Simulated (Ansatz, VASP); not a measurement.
**Re: VASP beside Ansatz**

File INCAR:

```
ALGO = Normal
EDIFF = 1E-7
ENCUT = 520
GGA = PE
ISIF = 2
ISMEAR = -1
LASPH = True
LCHARG = True
LELF = True
LREAL = False
LVHAR = True
LWAVE = False
NBANDS = 14
NELM = 100
PREC = Accurate
SIGMA = 0.05
```

The input KPOINTS:

```
k-points
0
Gamma
  18 18 10
```

The input POSCAR:

```
Re
1.0
    2.6371536987      0.0000000000      0.0000000000
   -1.3185768494      2.2838420967      0.0000000000
    0.0000000000      0.0000000000      4.2167694387
Re
2
Direct
    0.3333333333      0.6666666667      0.2500000000
    0.6666666667      0.3333333333      0.7500000000
```

Input for Ansatz:

```yaml
crystal:
  lattice:
    - [2.6371536987, 0.0, 0.0]
    - [-1.3185768494, 2.2838420967, 0.0]
    - [0.0, 0.0, 4.2167694387]
  atoms:
    - { symbol: Re, position: [0.3333333333, 0.6666666667, 0.25] }
    - { symbol: Re, position: [0.6666666667, 0.3333333333, 0.75] }
kpoints:
  mp_grid: { grid: [18, 18, 10] }
scf:
  occupations: { method: fermi_dirac, width: 0.05 }
hamiltonian:
  xc: pbe
  pseudopotentials: { kind: all_electron, lapw: { basis_error: 0.00025 } }
output:
  forces: true
  stress: true
  eigenvalues: true
```

Change from the starting cell: volume scaled by 1.04.

Alike in both runs: task single point; functional PBE; k mesh 18 × 18 × 10; occupations fermi-dirac, width 0.05 eV; no spin polarisation.

```csv
,VASP,Ansatz
version,VASP 6.6.1,Ansatz 0.2.0
potentials or method,"VASP PAW PBE potentials, release 64 (Re)","all-electron LAPW, scalar-relativistic"
plane-wave cutoff (eV),520,see its input
```

```csv
,VASP,Ansatz,Ansatz less VASP
pressure (GPa),86.5,84.8,-1.66
largest component of the traceless stress (GPa),5.12,5.28,+0.163
```

Ansatz ran all-electron here, so the differences hold the error of VASP's frozen core and of both bases.

Caveats: the cell as given lies far from equilibrium; so large a pressure means that the cell lies far from this level's equilibrium, or that cutoff or potentials fall short (VASP). Spin-orbit coupling is left out, which matters for the levels of Re.
